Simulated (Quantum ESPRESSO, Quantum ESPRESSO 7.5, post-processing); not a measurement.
## 2H-MoS2: a series in the number of layers

Wanted: a table for 2H-MoS2 against the number of layers, and what can be fitted to it.

Program: Quantum ESPRESSO 7.5. Level of theory: plane-wave DFT, PBE-D3(BJ), GBRV ultrasoft pseudopotentials. Results are calculated unless marked as measured.

Most raw output is cut from this account.

### Step 1. Starting point

The cell holds 3 atoms: 2 S and 1 Mo. Its edges and angles: a = 3.180 Å, b = 3.180 Å, c = 19.263 Å, α = 90.0°, β = 90.0°, γ = 120.0°. It derives from MoS2. Vacuum lies along c.

Set-up: Free-standing symmetric slabs with 16 Å of vacuum in the starting cell; all atoms relax without a field to tight forces. A sawtooth field of 0.1 V/Å with dipole correction is then applied with the ions held (f1) and with the ions free (r1). Fixed occupations.

Members 3 and 4 took the same steps and show in the table alone.

### Step 2. Relaxation with pw.x, 1 layers

What the set-up leaves free in this member is relaxed.

m0.relax.in reads:

```
&control
  prefix = 'm0.relax'
  outdir = './out'
  pseudo_dir = './pseudo'
  nstep = 90
  forc_conv_thr = 6e-05
  calculation = 'relax'
  etot_conv_thr = 1e-07
/
&system
  ibrav = 0
  nat = 3
  ntyp = 2
  ecutwfc = 40
  ecutrho = 200
  vdw_corr = 'grimme-d3'
  dftd3_version = 4
  occupations = 'fixed'
/
&electrons
  conv_thr = 1e-10
  mixing_beta = 0.4
  electron_maxstep = 120
/
&ions
/
ATOMIC_SPECIES
  S   32.0600  s_pbe_v1.4.uspp.F.UPF
  Mo  95.9500  mo_pbe_v1.uspp.F.UPF
CELL_PARAMETERS angstrom
  3.18000000000000 0.00000000000000 0.00000000000000
  -1.59000000000000 2.75396078403451 0.00000000000000
  0.00000000000000 0.00000000000000 19.26259773799958
ATOMIC_POSITIONS crystal
  S   0.333333333300 0.666666666700 0.415312623396
  Mo  0.000000000000 0.000000000000 0.500000000000
  S   0.333333333300 0.666666666700 0.584687376604
K_POINTS automatic
  6 6 1 0 0 0
```

Started as:

```sh
$ OMP_NUM_THREADS=1 mpirun -n 8 pw.x -nk 2 -in m0.relax.in > m0.relax.out
```

Wall time 19 s (8 MPI ranks of Arm Neoverse V2, shared host); peak memory 0.64 GiB; 2.6 min of CPU time.

Relaxation path:

| step | energy less that of the first step (eV) | largest force (eV/Å) |
| --- | --- | --- |
| 1 | 0.0000 | 1.2622 |
| 2 | -0.0548 | 0.8437 |
| 3 | -0.0891 | 0.3489 |
| 4 | -0.0958 | 0.0213 |
| 5 | -0.0958 | 0.0005 |
| 6 | -0.0958 | 0.0003 |

The atoms that moved most (Å):

```
atom     dx     dy      dz  length
  S1  0.000  0.000   0.074   0.074
  S3  0.000  0.000  -0.074   0.074
```

The relaxed structure:

```xyz
3
Lattice="3.1800 0.0000 0.0000 -1.5900 2.7540 0.0000 0.0000 0.0000 19.2626" Properties=species:S:1:pos:R:3
S     0.0000    1.8360    8.0736
Mo    0.0000    0.0000    9.6313
S     0.0000    1.8360   11.1890
```

The relaxation lowers the energy by 32 meV an atom.

This step gave:

```
free energy                    : -2555.1496 eV
valence top, on the run's zero : -0.7685 eV
```

### Step 3. Ground state, 1 layers

A run with the dipole correction and no field is the reference.

m0.f0.in reads:

```
&control
  prefix = 'm0.f0'
  outdir = './out'
  pseudo_dir = './pseudo'
  calculation = 'scf'
  tprnfor = .true.
  tefield = .true.
  dipfield = .true.
/
&system
  ibrav = 0
  nat = 3
  ntyp = 2
  ecutwfc = 40
  ecutrho = 200
  vdw_corr = 'grimme-d3'
  dftd3_version = 4
  occupations = 'fixed'
  edir = 3
  emaxpos = 0.97
  eopreg = 0.04
  eamp = 0.0
  nbnd = 17
/
&electrons
  conv_thr = 1e-09
  mixing_beta = 0.4
  electron_maxstep = 120
  mixing_mode = 'plain'
/
ATOMIC_SPECIES
  S   32.0600  s_pbe_v1.4.uspp.F.UPF
  Mo  95.9500  mo_pbe_v1.uspp.F.UPF
CELL_PARAMETERS angstrom
  3.18000000000000 0.00000000000000 0.00000000000000
  -1.59000000000000 2.75396078403451 0.00000000000000
  0.00000000000000 0.00000000000000 19.26259773799958
ATOMIC_POSITIONS crystal
  S   0.333333333300 0.666666666700 0.419131727300
  Mo  0.000000000000 0.000000000000 0.500000000000
  S   0.333333333300 0.666666666700 0.580868272700
K_POINTS automatic
  6 6 1 0 0 0
```

Started as:

```sh
$ OMP_NUM_THREADS=1 mpirun -n 8 pw.x -nk 2 -in m0.f0.in > m0.f0.out
```

Run time: 6 s. Hardware: 8 MPI ranks; peak memory 0.64 GiB; 47 s of CPU time.

This step gave:

| Item | Value |
| --- | --- |
| dipole along the normal | 2.08e-5 e·Å |
| valence top, on the run's zero | -0.7686 eV |
| conduction bottom, on the run's zero | 0.8824 eV |
| gap by band count | 1.651 eV |

### Step 4. Electrostatic potential, 1 layers

plot_num = 11 writes the bare and Hartree potential, from which vacuum levels or, in a crystal, the mean potential are read.

m0.f0.pot.in reads:

```
&inputpp
  prefix = 'm0.f0'
  outdir = './out'
  filplot = 'm0.f0.pot.dat'
  plot_num = 11
/
```

Started as:

```sh
$ OMP_NUM_THREADS=1 mpirun -n 8 pp.x -in m0.f0.pot.in > m0.f0.pot.out
```

It took 0.83 s on 8 MPI ranks; peak memory 0.09 GiB.

This step gave:

| Property | Result |
| --- | --- |
| slope of the potential above | 4.26e-5 eV/Å |
| upper vacuum line continued to the top atoms, over the valence top | 5.933 eV |
| slope of the potential below | -3.38e-5 eV/Å |
| lower vacuum line continued to the bottom atoms, over the valence top | 5.934 eV |
| vacuum level at the upper face over the valence top of the mesh | 5.934 eV |
| vacuum level at the lower face over the valence top of the mesh | 5.934 eV |

Electrostatic potential energy of an electron, with the sawtooth; zero at the highest filled level of the SCF mesh. Table of potential energy, planar mean by z:

```csv
z (Å),"potential energy, planar mean (eV)"
0,5.93
1,5.93
2,5.93
3,5.93
4,5.93
5,5.93
6,5.86
7,4.17
8,-12.8
9,-9.25
10,-18.4
11,-12.2
12,1.96
13,5.76
14,5.92
15,5.93
16,5.93
17,5.93
18,5.93
19,5.93
```

### Step 5. Self-consistent run, 1 layers: field 0.1 V/Å

The same atoms in a field; the change of the dipole measures the screening.

m0.f1.in, as its differences from the input of step 3:

```diff
@@ -1,3 +1,3 @@
 &control
-  prefix = 'm0.f0'
+  prefix = 'm0.f1'
   outdir = './out'
@@ -21,3 +21,3 @@
   eopreg = 0.04
-  eamp = 0.0
+  eamp = 0.00194469
   nbnd = 17
@@ -29,2 +29,3 @@
   mixing_mode = 'plain'
+  startingpot = 'file'
 /
```

Started as:

```sh
$ cp -r out/m0.f0.save out/m0.f1.save
$ OMP_NUM_THREADS=1 mpirun -n 8 pw.x -nk 2 -in m0.f1.in > m0.f1.out
```

The job ended after 5.6 s (8 MPI ranks; peak memory 0.64 GiB).

Numbers from this step:

* free energy: -2555.1509 eV
* dipole along the normal: 0.02461 e·Å
* valence top, on the run's zero: -0.7547 eV
* conduction bottom, on the run's zero: 0.8963 eV

### Step 6. Electrostatic potential, 1 layers

m0.f1.pot.in reads:

```
&inputpp
  prefix = 'm0.f1'
  outdir = './out'
  filplot = 'm0.f1.pot.dat'
  plot_num = 11
/
```

Started as:

```sh
$ OMP_NUM_THREADS=1 mpirun -n 8 pp.x -in m0.f1.pot.in > m0.f1.pot.out
```

The job ended after 0.83 s (8 MPI ranks; peak memory 0.1 GiB).

Numbers from this step:

```
slope of the potential above                                          : 0.1000 eV/Å
upper vacuum line continued to the top atoms, over the valence top    : 5.836 eV
slope of the potential below                                          : 0.09996 eV/Å
lower vacuum line continued to the bottom atoms, over the valence top : 6.033 eV
```

Electrostatic potential energy of an electron, with the sawtooth; zero at the highest filled level of the SCF mesh. Table of potential energy, planar mean by z:

```csv
z (Å),"potential energy, planar mean (eV)"
0,5.58
1,5.33
2,5.43
3,5.53
4,5.63
5,5.72
6,5.74
7,4.14
8,-12.8
9,-9.26
10,-18.4
11,-12.2
12,1.98
13,5.85
14,6.11
15,6.22
16,6.32
17,6.42
18,6.52
19,6.04
```

The slope in the vacuum is 0.100 eV/Å for an applied 0.10 V/Å, as it should be.

### Step 7. Response between 0 and 0.1 V/A, ions held, 1 layers

The polarisability follows from the two dipoles.

Numbers from this step:

```
change of slope in the vacuum : 0.09999 eV/Å
polarisability a cell         : 3.541 Å³
sheet polarisability 4πα/A    : 5.081 Å
```

Change of the potential energy, second field less first against z:

z (Å), change of the potential energy, second field less first (eV) and a bar from the least value:
```
      0.0     -0.354 #######
      0.5     -0.658 
      1.0     -0.608 #
      1.5     -0.558 ##
      2.0     -0.508 ###
      2.5     -0.458 #####
      3.0     -0.408 ######
      3.5     -0.358 #######
      4.0     -0.308 ########
      4.5     -0.258 #########
      5.0     -0.209 ##########
      5.5     -0.159 ############
      6.0     -0.112 #############
      6.5     -0.069 ##############
      7.0     -0.035 ##############
      7.5     -0.016 ###############
      8.0     -0.008 ###############
      8.5     -0.005 ###############
      9.0     -0.004 ###############
      9.5     -0.001 ###############
     10.0      0.002 ###############
     10.5      0.004 ###############
     11.0      0.006 ###############
     11.5      0.012 ################
     12.0      0.024 ################
     12.5      0.051 ################
     13.0      0.090 #################
     13.5      0.136 ##################
     14.0      0.185 ####################
     14.5      0.234 #####################
     15.0      0.284 ######################
     15.5      0.334 #######################
     16.0      0.384 ########################
     16.5      0.434 #########################
     17.0      0.484 ###########################
     17.5      0.534 ############################
     18.0      0.584 #############################
     18.5      0.634 ##############################
     19.0      0.104 ##################
```

### Step 8. Relaxing the ions, 1 layers: field 0.1 V/Å

Now the ions may follow the field.

m0.r1.in, as its differences from the input of step 5:

```diff
@@ -1,9 +1,11 @@
 &control
-  prefix = 'm0.f1'
+  prefix = 'm0.r1'
   outdir = './out'
   pseudo_dir = './pseudo'
-  calculation = 'scf'
-  tprnfor = .true.
+  nstep = 90
+  forc_conv_thr = 6e-05
+  calculation = 'relax'
   tefield = .true.
   dipfield = .true.
+  etot_conv_thr = 1e-07
 /
@@ -22,10 +24,9 @@
   eamp = 0.00194469
-  nbnd = 17
 /
 &electrons
-  conv_thr = 1e-09
+  conv_thr = 1e-10
   mixing_beta = 0.4
   electron_maxstep = 120
-  mixing_mode = 'plain'
-  startingpot = 'file'
+/
+&ions
 /
```

Started as:

```sh
$ OMP_NUM_THREADS=1 mpirun -n 8 pw.x -nk 2 -in m0.r1.in > m0.r1.out
```

Wall time 9.9 s (8 MPI ranks); peak memory 0.64 GiB.

No atom moved by 0.005 Å in the relaxation.

This step gave:

| Quantity | Value |
| --- | --- |
| dipole along the normal | 0.02465 e·Å |

### Step 9. Electrostatic potential, 1 layers

m0.r1.pot.in reads:

```
&inputpp
  prefix = 'm0.r1'
  outdir = './out'
  filplot = 'm0.r1.pot.dat'
  plot_num = 11
/
```

Started as:

```sh
$ OMP_NUM_THREADS=1 mpirun -n 8 pp.x -in m0.r1.pot.in > m0.r1.pot.out
```

It took 0.83 s on 8 MPI ranks; peak memory 0.1 GiB.

This step gave:

| Property | Result |
| --- | --- |
| upper vacuum line continued to the top atoms, over the valence top | 5.835 eV |

Electrostatic potential energy of an electron, with the sawtooth; zero at the highest filled level of the SCF mesh. Table of potential energy, planar mean by z:

z (Å), potential energy, planar mean (eV) and a bar from the least value:
```
      0.0        5.6 #############################
      0.5        5.3 #############################
      1.0        5.3 #############################
      1.5        5.4 #############################
      2.0        5.4 #############################
      2.5        5.5 #############################
      3.0        5.5 #############################
      3.5        5.6 #############################
      4.0        5.6 #############################
      4.5        5.7 #############################
      5.0        5.7 #############################
      5.5        5.8 #############################
      6.0        5.7 #############################
      6.5        5.5 #############################
      7.0        4.1 ############################
      7.5       -2.3 ######################
      8.0      -12.8 ############
      8.5       -8.6 ################
      9.0       -9.3 ###############
      9.5      -25.7 
     10.0      -18.4 #######
     10.5       -5.8 ###################
     11.0      -12.2 #############
     11.5       -8.9 ################
     12.0        2.0 ##########################
     12.5        5.2 #############################
     13.0        5.8 #############################
     13.5        6.0 ##############################
     14.0        6.1 ##############################
     14.5        6.2 ##############################
     15.0        6.2 ##############################
     15.5        6.3 ##############################
     16.0        6.3 ##############################
     16.5        6.4 ##############################
     17.0        6.4 ##############################
     17.5        6.5 ##############################
     18.0        6.5 ##############################
     18.5        6.6 ##############################
     19.0        6.0 ##############################
```

The slope in the vacuum is 0.100 eV/Å for an applied 0.10 V/Å, as it should be.

### Step 10. Response between 0 and 0.1 V/A, ions free, 1 layers

The response with the ions free follows from the relaxed dipole.

Read from the output:

* polarisability a cell: 3.547 Å³
* sheet polarisability 4πα/A: 5.089 Å

The change of the potential energy, second field less first by z:

```
z (Å)  change of the potential energy, second field less first (eV)
  0.0                                                        -0.354
  0.5                                                        -0.658
  1.0                                                        -0.608
  1.5                                                        -0.558
  2.0                                                        -0.508
  2.5                                                        -0.458
  3.0                                                        -0.408
  3.5                                                        -0.358
  4.0                                                        -0.308
  4.5                                                        -0.258
  5.0                                                        -0.208
  5.5                                                        -0.159
  6.0                                                        -0.112
  6.5                                                       -0.0683
  7.0                                                       -0.0343
  7.5                                                       -0.0142
  8.0                                                      -0.00758
  8.5                                                      -0.00755
  9.0                                                      -0.00893
  9.5                                                      -0.00370
 10.0                                                       0.00824
 10.5                                                       0.00771
 11.0                                                       0.00725
 11.5                                                       0.00968
 12.0                                                        0.0225
 12.5                                                        0.0496
 13.0                                                        0.0892
 13.5                                                         0.135
 14.0                                                         0.184
 14.5                                                         0.233
 15.0                                                         0.283
 15.5                                                         0.333
 16.0                                                         0.383
 16.5                                                         0.433
 17.0                                                         0.483
 17.5                                                         0.533
 18.0                                                         0.583
 18.5                                                         0.633
 19.0                                                         0.103
```

### Step 11. Relaxation with pw.x, 2 layers

System of this step: 2H-MoS2, 2 layers, AA' stacking. The cell holds 6 atoms: 4 S and 2 Mo. Its edges and angles: a = 3.180 Å, b = 3.180 Å, c = 25.825 Å, α = 90.0°, β = 90.0°, γ = 120.0°. It derives from MoS2. Vacuum lies along c.

m1.relax.in reads:

```
&control
  prefix = 'm1.relax'
  outdir = './out'
  pseudo_dir = './pseudo'
  nstep = 90
  forc_conv_thr = 6e-05
  calculation = 'relax'
  etot_conv_thr = 1e-07
/
&system
  ibrav = 0
  nat = 6
  ntyp = 2
  ecutwfc = 40
  ecutrho = 200
  vdw_corr = 'grimme-d3'
  dftd3_version = 4
  occupations = 'fixed'
/
&electrons
  conv_thr = 1e-10
  mixing_beta = 0.4
  electron_maxstep = 120
/
&ions
/
ATOMIC_SPECIES
  S   32.0600  s_pbe_v1.4.uspp.F.UPF
  Mo  95.9500  mo_pbe_v1.uspp.F.UPF
CELL_PARAMETERS angstrom
  3.18000000000000 0.00000000000000 0.00000000000000
  -1.59000000000000 2.75396078403451 0.00000000000000
  0.00000000000000 0.00000000000000 25.82519547599916
ATOMIC_POSITIONS crystal
  S   0.333333333300 0.666666666700 0.309775002766
  Mo  0.000000000000 0.000000000000 0.372941954223
  S   0.333333333300 0.666666666700 0.436108905680
  S   0.000000000000 0.000000000000 0.563891094320
  Mo  0.333333333300 0.666666666700 0.627058045777
  S   0.000000000000 0.000000000000 0.690224997234
K_POINTS automatic
  6 6 1 0 0 0
```

Started as:

```sh
$ OMP_NUM_THREADS=1 mpirun -n 8 pw.x -nk 2 -in m1.relax.in > m1.relax.out
```

It took 3.2 min on 8 MPI ranks; peak memory 0.74 GiB; 25 min of CPU time.

Relaxation path:

| step | energy less that of the first step (eV) | largest force (eV/Å) |
| --- | --- | --- |
| 1 | 0.0000 | 1.2590 |
| 2 | -0.1044 | 0.8554 |
| 3 | -0.1698 | 0.3839 |
| 4 | -0.1835 | 0.0615 |
| 5 | -0.1837 | 0.0357 |
| 6 | -0.1840 | 0.0537 |
| 7 | -0.1845 | 0.0694 |
| 8 | -0.1851 | 0.0853 |
| 9 | -0.1862 | 0.1022 |
| 10 | -0.1879 | 0.1206 |
| 11 | -0.1903 | 0.1418 |
| 12 | -0.1940 | 0.1685 |
| 13 | -0.1993 | 0.1978 |
| 14 | -0.2051 | 0.2200 |
| 15 | -0.2087 | 0.2202 |
| 16 | -0.2107 | 0.1685 |
| 17 | -0.2134 | 0.0515 |
| 18 | -0.2137 | 0.0025 |
| 19 | -0.2137 | 0.0005 |
| 20 | -0.2137 | 0.0000 |

The atoms that moved most (Å):

```
atom     dx     dy      dz  length
  S1  0.000  0.000   0.310   0.310
  S6  0.000  0.000  -0.310   0.310
 Mo5  0.000  0.000  -0.236   0.236
 Mo2  0.000  0.000   0.236   0.236
  S4  0.000  0.000  -0.161   0.161
  S3  0.000  0.000   0.161   0.161
```

The relaxed structure:

```xyz
6
Lattice="3.1800 0.0000 0.0000 -1.5900 2.7540 0.0000 0.0000 0.0000 25.8252" Properties=species:S:1:pos:R:3
S     0.0000    1.8360    8.3095
Mo    0.0000    0.0000    9.8671
S     0.0000    1.8360   11.4236
S     0.0000    0.0000   14.4016
Mo    0.0000    1.8360   15.9581
S     0.0000    0.0000   17.5157
```

The relaxation lowers the energy by 36 meV an atom.

Numbers from this step:

* free energy: -5110.5003 eV
* valence top, on the run's zero: 2.294 eV

### Step 12. Ground state, 2 layers

m1.f0.in reads:

```
&control
  prefix = 'm1.f0'
  outdir = './out'
  pseudo_dir = './pseudo'
  calculation = 'scf'
  tprnfor = .true.
  tefield = .true.
  dipfield = .true.
/
&system
  ibrav = 0
  nat = 6
  ntyp = 2
  ecutwfc = 40
  ecutrho = 200
  vdw_corr = 'grimme-d3'
  dftd3_version = 4
  occupations = 'fixed'
  edir = 3
  emaxpos = 0.97
  eopreg = 0.04
  eamp = 0.0
  nbnd = 30
/
&electrons
  conv_thr = 1e-09
  mixing_beta = 0.4
  electron_maxstep = 120
  mixing_mode = 'plain'
/
ATOMIC_SPECIES
  S   32.0600  s_pbe_v1.4.uspp.F.UPF
  Mo  95.9500  mo_pbe_v1.uspp.F.UPF
CELL_PARAMETERS angstrom
  3.18000000000000 0.00000000000000 0.00000000000000
  -1.59000000000000 2.75396078403451 0.00000000000000
  0.00000000000000 0.00000000000000 25.82519547599916
ATOMIC_POSITIONS crystal
  S   0.333333333300 0.666666666700 0.321760249900
  Mo  0.000000000000 0.000000000000 0.382073850000
  S   0.333333333300 0.666666666700 0.442344735500
  S   0.000000000000 0.000000000000 0.557655264500
  Mo  0.333333333300 0.666666666700 0.617926150000
  S   0.000000000000 0.000000000000 0.678239750100
K_POINTS automatic
  6 6 1 0 0 0
```

Started as:

```sh
$ OMP_NUM_THREADS=1 mpirun -n 8 pw.x -nk 2 -in m1.f0.in > m1.f0.out
```

Elapsed: 18 s, on 8 MPI ranks; peak memory 0.77 GiB; 2.4 min of CPU time.

Numbers from this step:

- dipole along the normal: 0 e·Å
- conduction bottom, on the run's zero: 3.419 eV
- gap by band count: 1.125 eV

### Step 13. Self-consistent run, 2 layers: field 0.1 V/Å

m1.f1.in, as its differences from the input of step 12:

```diff
@@ -1,3 +1,3 @@
 &control
-  prefix = 'm1.f0'
+  prefix = 'm1.f1'
   outdir = './out'
@@ -21,3 +21,3 @@
   eopreg = 0.04
-  eamp = 0.0
+  eamp = 0.00194469
   nbnd = 30
@@ -29,2 +29,3 @@
   mixing_mode = 'plain'
+  startingpot = 'file'
 /
```

Started as:

```sh
$ cp -r out/m1.f0.save out/m1.f1.save
$ OMP_NUM_THREADS=1 mpirun -n 8 pw.x -nk 2 -in m1.f1.in > m1.f1.out
```

Wall time 16 s (8 MPI ranks); peak memory 0.77 GiB.

Numbers from this step:

| Quantity | Value |
| --- | --- |
| free energy | -5110.5028 eV |
| dipole along the normal | 0.04974 e·Å |
| valence top, on the run's zero | 2.312 eV |
| conduction bottom, on the run's zero | 3.389 eV |
| gap by band count | 1.077 eV |

### Step 14. Relaxing the ions, 2 layers: field 0.1 V/Å

m1.r1.in, as its differences from the input of step 13:

```diff
@@ -1,9 +1,11 @@
 &control
-  prefix = 'm1.f1'
+  prefix = 'm1.r1'
   outdir = './out'
   pseudo_dir = './pseudo'
-  calculation = 'scf'
-  tprnfor = .true.
+  nstep = 90
+  forc_conv_thr = 6e-05
+  calculation = 'relax'
   tefield = .true.
   dipfield = .true.
+  etot_conv_thr = 1e-07
 /
@@ -22,10 +24,9 @@
   eamp = 0.00194469
-  nbnd = 30
 /
 &electrons
-  conv_thr = 1e-09
+  conv_thr = 1e-10
   mixing_beta = 0.4
   electron_maxstep = 120
-  mixing_mode = 'plain'
-  startingpot = 'file'
+/
+&ions
 /
```

Started as:

```sh
$ OMP_NUM_THREADS=1 mpirun -n 8 pw.x -nk 2 -in m1.r1.in > m1.r1.out
```

It took 42 s on 8 MPI ranks; peak memory 0.76 GiB.

No atom moved by 0.005 Å in the relaxation.

This step gave:

```
dipole along the normal : 0.04978 e·Å
```

(Continued in part 2 of 2.)

[Logs are printed without paths, hosts, clocks, repeated set-up lines and the standing remarks that a program may print on its own settings, such as how far it seeks lower states.]

[Hosts, paths, dates, database ids (printed as entryN), source tags and the programs' standing remarks are cut or masked in the printed files.]

[Maps of the electrostatic potential energy from Ansatz leave out the sawtooth potential of an applied field or a dipole correction, so their vacuum need not be flat; planar profiles and work functions include it.]
